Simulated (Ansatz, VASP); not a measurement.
## Pb in VASP and in Ansatz

```
Pb
1.0
     0.00000    3.50645    3.50645
     3.50645    0.00000    3.50645
     3.50645    3.50645    0.00000
Pb
2
Cartesian
  1.7532 1.7532 1.7532
  0.0000 0.0000 0.0000
```

Change from the starting cell: volume scaled by 1.06.

Alike in both runs: task single point; functional PBEsol; k mesh 7 × 7 × 7; occupations fermi-dirac, width 0.05 eV; no spin polarisation.

|  | VASP | Ansatz |
| --- | --- | --- |
| version | VASP 6.6.1 | Ansatz 0.2.0 |
| potentials or method | VASP PAW PBE potentials, release 64 (Pb_d) | Ansatz PAW |
| plane-wave cutoff (eV) | 520 | 420 |
| valence electrons in the cell | 28 | 28 |

```csv
,VASP,Ansatz,Ansatz less VASP
gap on the k mesh at the Fermi level (eV),none,none,-
pressure (GPa),-1.3,-1.2,+0.06
```

A gap of «none» marks a metal or a gap that the smearing closes.

Caveats: the PAW data sets were made with another functional, which shifts forces and pressure a little (VASP); the PAW data sets come from PBE, with cores solved anew for the run's functional, which leaves a small shift of forces and pressure (Ansatz). The runs have no spin-orbit coupling, so splittings on Pb are missing.
